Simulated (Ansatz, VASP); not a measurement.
One calculation of Ag, two programs

```
Ag
1.0
     0.00000    2.07344    2.07344
     2.07344    0.00000    2.07344
     2.07344    2.07344    0.00000
Ag
1
Direct
  0.00000 0.00000 0.00000
```

Alike in both runs: task relaxation of cell and atoms; functional PBE; k mesh 16 × 16 × 16; occupations fermi-dirac, width 0.08 eV; no spin polarisation.

|  | VASP | Ansatz |
| --- | --- | --- |
| version | VASP 6.6.1 | Ansatz 0.2.0 |
| potentials or method | VASP PAW PBE potentials, release 64 (Ag) | PAW with Ansatz's default frozen-core files, scalar-relativistic |
| plane-wave cutoff (eV) | 600 | 420 |
| valence electrons in the cell | 11 | 19 |

```tsv
	VASP	Ansatz	Ansatz less VASP
relaxed volume (Å³/atom)	17.81	17.84	+0.030
relaxed cell length with the largest relative difference (Å)	2.932	2.933	+0.0017
```

The two sets of potentials don't hold the same shells in valence.
